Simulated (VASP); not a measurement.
# CaO (Lime) (Fm-3m) in VASP: a series of runs, part 2 of 3

VASP 6.6.1. Earlier steps stand in the parts before.

## Step 3: Relaxation of the atoms, LDA (a relaxed cell with its volume scaled by 1.06)

INCAR

```
SYSTEM = CaO
  PREC = Accurate
  ENCUT = 600
  EDIFF = 1E-7
  ISMEAR = 0
  SIGMA = 0.03
  LREAL = .False.
  LASPH = .True.
  NELM = 80
  ALGO = Normal
  ISIF = 2
  LWAVE = .False.
  LCHARG = .False.
  GGA = CA
  IBRION = 2
  NSW = 40
  EDIFFG = -0.01
```

KPOINTS

```
Automatic mesh
0
Gamma
  10 10 10
  0 0 0
```

POSCAR

```
CaO                                     
1.0
    0.0000000000      2.4050426900      2.4050426900
    2.4050426900      0.0000000000      2.4050426900
    2.4050426900      2.4050426900      0.0000000000
  Ca              O             
     1     1
Direct
     0.0000000000000000    0.0000000000000000    0.0000000000000000
     0.5000000000000000    0.5000000000000000    0.5000000000000000
```

Potentials or basis: VASP PAW LDA potentials, release 64 (Ca_sv, O).

Command:

```sh
> cat potpaw_LDA.64/Ca_sv/POTCAR potpaw_LDA.64/O/POTCAR > POTCAR
> mpirun -np 1 vasp_std > vasp.out
```

OUTCAR:

```text
SYSTEM = CaO
   PREC = Accurate
   ENCUT = 600
   EDIFF = 1E-7
   ISMEAR = 0
   LREAL = .False.
   LASPH = .True.
   NELM = 80
   ISIF = 2
   GGA = CA
   IBRION = 2
   NSW = 40
   EDIFFG = -0.01

 ion  position               nearest neighbor table
   1  0.000  0.000  0.000-   2 2.41   2 2.41   2 2.41   2 2.41   2 2.41   2 2.41
   2  0.500  0.500  0.500-   1 2.41   1 2.41   1 2.41   1 2.41   1 2.41   1 2.41

  LATTYP: Found a face centered cubic cell.
 ALAT       =     4.8100853800

  Lattice vectors:

 A1 = (   0.0000000000,   2.4050426900,   2.4050426900)
 A2 = (   2.4050426900,   0.0000000000,   2.4050426900)
 A3 = (   2.4050426900,   2.4050426900,   0.0000000000)

Analysis of symmetry for initial positions (statically):
=====================================================================
 Subroutine PRICEL returns:
 Original cell was already a primitive cell.

 Routine SETGRP: Setting up the symmetry group for a
 face centered cubic supercell.

 Subroutine GETGRP returns: Found 48 space group operations
 (whereof 48 operations were pure point group operations)
 out of a pool of 48 trial point group operations.

The static configuration has the point symmetry O_h .

Analysis of symmetry for dynamics (positions and initial velocities):
=====================================================================
 Subroutine PRICEL returns:
 Original cell was already a primitive cell.

 Routine SETGRP: Setting up the symmetry group for a
 face centered cubic supercell.

 Subroutine GETGRP returns: Found 48 space group operations
 (whereof 48 operations were pure point group operations)
 out of a pool of 48 trial point group operations.

The dynamic configuration has the point symmetry O_h .

 Subroutine INISYM returns: Found 48 space group operations
 (whereof 48 operations are pure point group operations),
 and found     1 'primitive' translations

----------------------------------------------------------------------------------------

                                     Primitive cell

  volume of cell :      27.8226

  direct lattice vectors                    reciprocal lattice vectors
     0.000000000  2.405042690  2.405042690    -0.207896518  0.207896518  0.207896518
     2.405042690  0.000000000  2.405042690     0.207896518 -0.207896518  0.207896518
     2.405042690  2.405042690  0.000000000     0.207896518  0.207896518 -0.207896518

  length of vectors
     3.401243990  3.401243990  3.401243990     0.360087331  0.360087331  0.360087331

  position of ions in fractional coordinates (direct lattice)
     0.000000000  0.000000000  0.000000000
     0.500000000  0.500000000  0.500000000

  ion indices of the primitive-cell ions
   primitive index   ion index
                 1           1
                 2           2

----------------------------------------------------------------------------------------

 KPOINTS: Automatic mesh

Automatic generation of k-mesh.
 Grid dimensions read from file:
[... 44 lines left out ...]
  0.300000  0.300000  0.000000      6.000000
  0.400000  0.300000  0.000000     24.000000
 [... further k-points ...]
   k-points           NKPTS =     47   k-points in BZ     NKDIM =     47   number of bands    NBANDS=     12
   number of dos      NEDOS =    301   number of ions     NIONS =      2
   total plane-waves  NPLWV =  21952
   dimension x,y,z NGX =    28 NGY =   28 NGZ =   28
   dimension x,y,z NGXF=    56 NGYF=   56 NGZF=   56
   ions per type =               1   1
   NGX,Y,Z   is equivalent  to a cutoff of  13.69, 13.69, 13.69 a.u.
   NGXF,Y,Z  is equivalent  to a cutoff of  27.37, 27.37, 27.37 a.u.
 SYSTEM =  CaO
   PREC   = accura    normal or accurate (medium, high low for compatibility)
   ISTART =      0    job   : 0-new  1-cont  2-samecut
   ICHARG =      2    charge: 1-file 2-atom 10-const
   ISPIN  =      1    spin polarized calculation?
   LNONCOLLINEAR =      F non collinear calculations
   LSORBIT =      F    spin-orbit coupling
   LASPH  =      T    aspherical Exc in radial PAW
   ENCUT  =  600.0 eV  44.10 Ry    6.64 a.u.   6.79  6.79  6.79*2*pi/ulx,y,z
   NELM   =     80;   NELMIN=  2; NELMDL= -5     # of ELM steps
   EDIFF  = 0.1E-06   stopping-criterion for ELM
   LREAL  =      F    real-space projection
   EDIFFG = -.1E-01   stopping-criterion for IOM
   NSW    =     40    number of steps for IOM
   IBRION =      2    ionic relax: 0-MD 1-quasi-New 2-CG
   NFREE  =      1    steps in history (QN), initial steepest desc. (CG)
   ISIF   =      2    stress and relaxation
   ISYM   =      2    0-nonsym 1-usesym 2-fastsym
   POTIM  = 0.5000    time-step for ionic-motion
   TEBEG  =    0.0;   TEEND  =   0.0 temperature during run
   PSTRESS=    0.0 pullay stress
   NELECT =      16.0000    total number of electrons
   NUPDOWN=      -1.0000    fix difference up-down
   EMIN   =  10.00;   EMAX   =-10.00  energy-range for DOS
   EFERMI =   0.00;   METHOD = LEGACY
   ISMEAR =     0;   SIGMA  =   0.03  broadening in eV -4-tet -1-fermi 0-gaus
   EFERMI_NEDOS =   21; number of points for ismear=-14 and -15
   IALGO  =     38    algorithm
   IMIX   =      4    mixing-type and parameters
     AMIX     =   0.40;   BMIX     =  1.00
     AMIX_MAG =   1.60;   BMIX_MAG =  1.00
  volume/ion in A,a.u.               =      13.91        93.88
  Fermi-wavevector in a.u.,A,eV,Ry     =   1.361388  2.572651 25.216743  1.853378
  Thomas-Fermi vector in A             =   2.487969
   LORBIT       =      0    0 simple, 1 ext, 2 COOP (PROOUT), +10 PAW based schemes
   GGA     = CA    functional components
   LHFCALC =     F    Hartree Fock is set to
   AEXX    =    0.0000 exact exchange contribution
   IVDW    =     0    specifies the selected vdW correction
   LEPSILON=     F    determine dielectric tensor
   LRPA    =     F    only Hartree local field effects (RPA)
 conjugate gradient relaxation of ions
 non-spin polarized calculation
 Gauss-broadening in eV      SIGMA  =   0.03
  energy-cutoff  :      600.00
  volume of cell :       27.82
 maximum number of plane-waves:       944
   NGX = 13   NGY = 13   NGZ = 13

 number of electron      15.9999997 magnetization

 Free energy of the ion-electron system (eV)
  ---------------------------------------------------
  ext. energy  EPLUGINS =         0.00000000
  ---------------------------------------------------
  free energy    TOTEN  =       -14.19244103 eV

  energy without entropy =      -14.19244103  energy(sigma->0) =      -14.19244103

 E-fermi :   2.2610     XC(G=0): -11.0181

 val. band max:        1.9989036918   @ k =   0.0000   0.0000   0.0000
 cond. band min:       5.4601994208   @ k =   0.5000   0.5000   0.0000
 fundamental gap:      3.4612957291
 Fermi energy:         2.2609920587

 k-point     1 :       0.0000    0.0000    0.0000
  band No.  band energies     occupation
      1     -35.0694      2.00000
      2     -16.1189      2.00000
      3     -16.1189      2.00000
      4     -16.1189      2.00000
      5     -13.2049      2.00000
      6       1.9989      2.00000
      7       1.9989      2.00000
      8       1.9989      2.00000
      9       6.5444      0.00000
     10       8.1036      0.00000
     11       8.1036      0.00000
     12       8.1036      0.00000
[... 331 lines left out ...]
 k-point    24 :       0.4000    0.3000    0.0000
  band No.  band energies     occupation
      1     -34.9535      2.00000
      2     -16.7933      2.00000
      3     -16.3292      2.00000
      4     -16.3005      2.00000
      5     -12.6621      2.00000
      6       0.2947      2.00000
      7       1.4349      2.00000
      8       1.5391      2.00000
      9       6.1415      0.00000
     10       9.5317      0.00000
     11      10.7357      0.00000
     12      10.8159      0.00000

 [... further k-points ...]

------------------------ aborting loop because EDIFF is reached ----------------------------------------

  FORCE on cell =-STRESS in cart. coord.  units (eV):
  Direction    XX          YY          ZZ          XY          YZ          ZX
  --------------------------------------------------------------------------------------
  -------------------------------------------------------------------------------------
  Total       -1.1429776     -1.1429776     -1.1429776      0.0000000      0.0000000      0.0000000
  in kB      -65.8187983    -65.8187983    -65.8187983      0.0000000      0.0000000      0.0000000
  external PRESSURE =     -65.8187983 kB  Pullay stress =       0.0000000 kB

 VOLUME and BASIS-vectors are now :
 -----------------------------------------------------------------------------
  energy-cutoff  :      600.00
  volume of cell :       27.82
      direct lattice vectors                 reciprocal lattice vectors
     0.000000000  2.405042690  2.405042690    -0.207896518  0.207896518  0.207896518
     2.405042690  0.000000000  2.405042690     0.207896518 -0.207896518  0.207896518
     2.405042690  2.405042690  0.000000000     0.207896518  0.207896518 -0.207896518

 POSITION                                       TOTAL-FORCE (eV/Angst)
 -----------------------------------------------------------------------------------
      0.00000      0.00000      0.00000        -0.000000      0.000000      0.000000
      2.40504      2.40504      2.40504         0.000000     -0.000000     -0.000000
 -----------------------------------------------------------------------------------
    total drift:                                0.000000      0.000000      0.000000

  FREE ENERGIE OF THE ION-ELECTRON SYSTEM (eV)
  ---------------------------------------------------
  free  energy   TOTEN  =       -14.1924410286 eV

  energy  without entropy=      -14.1924410286  energy(sigma->0) =      -14.19244103

 reached required accuracy - stopping structural energy minimisation
```

OSZICAR:

```text
N       E                     dE             d eps       ncg     rms          rms(c)
DAV:   1     0.140593713151E+03    0.14059E+03   -0.94270E+03  1128   0.152E+03
DAV:   2    -0.886575565029E+01   -0.14946E+03   -0.14068E+03  1340   0.352E+02
DAV:   3    -0.156610956902E+02   -0.67953E+01   -0.67433E+01  1428   0.788E+01
DAV:   4    -0.158879169684E+02   -0.22682E+00   -0.22660E+00  1620   0.130E+01
DAV:   5    -0.158920615151E+02   -0.41445E-02   -0.41444E-02  1436   0.161E+00    0.843E+00
DAV:   6    -0.143156794086E+02    0.15764E+01   -0.85671E+00  1308   0.270E+01    0.381E+00
DAV:   7    -0.142238927965E+02    0.91787E-01   -0.74345E-01  1544   0.857E+00    0.173E+00
DAV:   8    -0.141945426952E+02    0.29350E-01   -0.78895E-02  1308   0.315E+00    0.363E-01
DAV:   9    -0.141923386067E+02    0.22041E-02   -0.15224E-02  1436   0.998E-01    0.111E-01
DAV:  10    -0.141924370252E+02   -0.98418E-04   -0.11699E-03  1292   0.352E-01    0.213E-02
DAV:  11    -0.141924506886E+02   -0.13663E-04   -0.14609E-04  1696   0.974E-02    0.242E-02
DAV:  12    -0.141924408663E+02    0.98223E-05   -0.32378E-05  1360   0.604E-02    0.255E-03
DAV:  13    -0.141924410397E+02   -0.17341E-06   -0.25905E-06  1572   0.149E-02    0.623E-04
DAV:  14    -0.141924410286E+02    0.11150E-07   -0.92912E-08   852   0.332E-03
   1 F= -.14192441E+02 E0= -.14192441E+02  d E =-.141924E+02
```

Wall time 8.5 s (1 thread of Intel Xeon 6975P-C (Granite Rapids), shared host); peak memory 0.15 GiB.

Results:

```
Free energy             : -14.1924 eV
Pressure after relaxing : -6.6 GPa
Band gap on the k mesh  : 3.46 eV, indirect (least direct gap 3.84 eV)
```

Final structure:
```
Ca O
1.0
     0.00000    2.40504    2.40504
     2.40504    0.00000    2.40504
     2.40504    2.40504    0.00000
Ca O
1 1
Direct
  0.00000 0.00000 0.00000
  0.50000 0.50000 0.50000
```

Caveat: the relaxation stopped at its first step, so nothing moved.

## Step 4: Relaxation of cell and atoms, PBE

INCAR

```
SYSTEM = CaO
PREC = Accurate
ENCUT = 600
EDIFF = 1E-6
ISMEAR = 0
SIGMA = 0.03
LREAL = .False.
LASPH = .True.
NELM = 80
ALGO = Normal
ISIF = 3
LWAVE = .False.
LCHARG = .False.
GGA = PE
IBRION = 2
NSW = 90
EDIFFG = -0.01
```

KPOINTS is that of step 3.

POSCAR

```
CaO
1.0
    0.0000000000      2.4065000000      2.4065000000
    2.4065000000      0.0000000000      2.4065000000
    2.4065000000      2.4065000000      0.0000000000
Ca O
1 1
Direct
    0.0000000000      0.0000000000      0.0000000000
    0.5000000000      0.5000000000      0.5000000000
```

Potentials or basis: VASP PAW PBE potentials, release 64 (Ca_sv, O).

Command:

```sh
> cat potpaw_PBE.64/Ca_sv/POTCAR potpaw_PBE.64/O/POTCAR > POTCAR
> mpirun -np 1 vasp_std > vasp.out
```

OUTCAR:

```text
SYSTEM = CaO
   PREC = Accurate
   ENCUT = 600
   EDIFF = 1E-6
   ISMEAR = 0
   LREAL = .False.
   LASPH = .True.
   NELM = 80
   ISIF = 3
   GGA = PE
   IBRION = 2
   NSW = 90
   EDIFFG = -0.01

 ion  position               nearest neighbor table
   1  0.000  0.000  0.000-   2 2.41   2 2.41   2 2.41   2 2.41   2 2.41   2 2.41
   2  0.500  0.500  0.500-   1 2.41   1 2.41   1 2.41   1 2.41   1 2.41   1 2.41

  LATTYP: Found a face centered cubic cell.
 ALAT       =     4.8130000000

  Lattice vectors:

 A1 = (   0.0000000000,   2.4065000000,   2.4065000000)
 A2 = (   2.4065000000,   0.0000000000,   2.4065000000)
 A3 = (   2.4065000000,   2.4065000000,   0.0000000000)

Analysis of symmetry for initial positions (statically):
=====================================================================
 Subroutine PRICEL returns:
 Original cell was already a primitive cell.
[... 269 lines left out ...]
      6       2.2383      2.00000
      7       2.2383      2.00000
      8       2.2383      2.00000
      9       6.7954      0.00000
     10       8.4162      0.00000
     11       8.4162      0.00000
     12       8.4162      0.00000
[... 331 lines left out ...]
 k-point    24 :       0.4000    0.3000    0.0000
  band No.  band energies     occupation
      1     -35.3792      2.00000
      2     -16.8517      2.00000
      3     -16.4420      2.00000
      4     -16.4169      2.00000
      5     -12.7652      2.00000
      6       0.5782      2.00000
      7       1.6896      2.00000
      8       1.7882      2.00000
      9       6.5351      0.00000
     10       9.7349      0.00000
     11      10.9042      0.00000
     12      10.9800      0.00000

 [... further k-points ...]

------------------------ aborting loop because EDIFF is reached ----------------------------------------

  FORCE on cell =-STRESS in cart. coord.  units (eV):
  Direction    XX          YY          ZZ          XY          YZ          ZX
  --------------------------------------------------------------------------------------
  -------------------------------------------------------------------------------------
  Total       -0.0002407     -0.0002407     -0.0002407      0.0000000      0.0000000     -0.0000000
  in kB       -0.0136239     -0.0136239     -0.0136239      0.0000000      0.0000000     -0.0000000
  external PRESSURE =      -0.0136239 kB  Pullay stress =       0.0000000 kB
[... 17 lines left out ...]
  FREE ENERGIE OF THE ION-ELECTRON SYSTEM (eV)
  ---------------------------------------------------
  free  energy   TOTEN  =       -12.8072936101 eV

  energy  without entropy=      -12.8072936101  energy(sigma->0) =      -12.80729361

 reached required accuracy - stopping structural energy minimisation
```

OSZICAR:

```text
N       E                     dE             d eps       ncg     rms          rms(c)
DAV:   1     0.138467502145E+03    0.13847E+03   -0.93791E+03  1128   0.152E+03
[... 25 lines left out ...]
DAV:   2    -0.128078293755E+02    0.27660E-02   -0.10670E-02  1228   0.100E+00    0.151E-01
DAV:   3    -0.128073149634E+02    0.51441E-03   -0.12401E-03  1900   0.455E-01    0.601E-02
DAV:   4    -0.128072569647E+02    0.57999E-04   -0.50067E-04  1772   0.208E-01    0.188E-02
DAV:   5    -0.128072606294E+02   -0.36647E-05   -0.47487E-06  1400   0.258E-02    0.171E-02
DAV:   6    -0.128072901297E+02   -0.29500E-04   -0.26493E-05  1796   0.301E-02    0.700E-03
DAV:   7    -0.128072939375E+02   -0.38078E-05   -0.21042E-06  1376   0.141E-02    0.100E-03
DAV:   8    -0.128072936101E+02    0.32746E-06   -0.14196E-07   572   0.390E-03
   3 F= -.12807294E+02 E0= -.12807294E+02  d E =-.223358E-02
```

CONTCAR:

```text
CaO
   1.00000000000000
     0.0000000000000000    2.4189296723685412    2.4189296723685412
     2.4189296723685412    0.0000000000000000    2.4189296723685412
     2.4189296723685412    2.4189296723685412   -0.0000000000000000
  Ca              O
     1     1
Direct
     0.0000000000000000    0.0000000000000000    0.0000000000000000
     0.5000000000000000    0.5000000000000000    0.5000000000000000

  0.00000000E+00  0.00000000E+00  0.00000000E+00
  0.00000000E+00  0.00000000E+00  0.00000000E+00
```

Run time: 20 s. Hardware: 1 thread of Intel Xeon 6975P-C (Granite Rapids), shared host; peak memory 0.17 GiB.

What came out:

```
Free energy                            : -12.8073 eV
Relaxed volume                         : 14.15 Å³/atom
Relaxed cell                           : a = 3.421 Å, b = 3.421 Å, c = 3.421 Å, α = 60.00°, β = 60.00°, γ = 60.00°
Space group after relaxing (to 0.05 Å) : Fm-3m (No. 225)
Energy gained by relaxing              : 1.1 meV/atom
Ionic steps                            : 3
Pressure after relaxing                : 0.0 GPa
Band gap on the k mesh                 : 3.64 eV, indirect (least direct gap 4.02 eV)
```

Step by step:
| step | energy change (eV) | largest force (eV/Å) | pressure (GPa) | volume (Å³) |
| --- | --- | --- | --- | --- |
| 1 | 0.0000 | 0.0000 | 1.66 | 27.87 |
| 2 | -0.0020 | 0.0000 | -0.56 | 28.46 |
| 3 | -0.0022 | 0.0000 | 0.00 | 28.31 |

Final structure:
```yaml
crystal:
  lattice:
    - [0.00000, 2.41893, 2.41893]
    - [2.41893, 0.00000, 2.41893]
    - [2.41893, 2.41893, 0.00000]
  atoms:
    - { symbol: Ca, position: [0.00000, 0.00000, 0.00000] }
    - { symbol: O, position: [0.50000, 0.50000, 0.50000] }
```

Levels at points of the mesh, in eV from the valence-band top:
```csv
k point,band 6,band 7,band 8,band 9,band 10,band 11
"(0.00, 0.00, 0.00)",0.00,0.00,0.00,4.56,6.18,6.18
"(0.50, 0.00, 0.00)",-2.59,-1.16,-1.16,6.96,8.25,8.25
"(0.50, 0.50, 0.00)",-1.31,-0.38,-0.38,3.64,7.90,8.78
```

A k mesh can miss the band edges. As with any semilocal functional, this PBE gap is likely too small.

(Continued in part 3 of 3.)
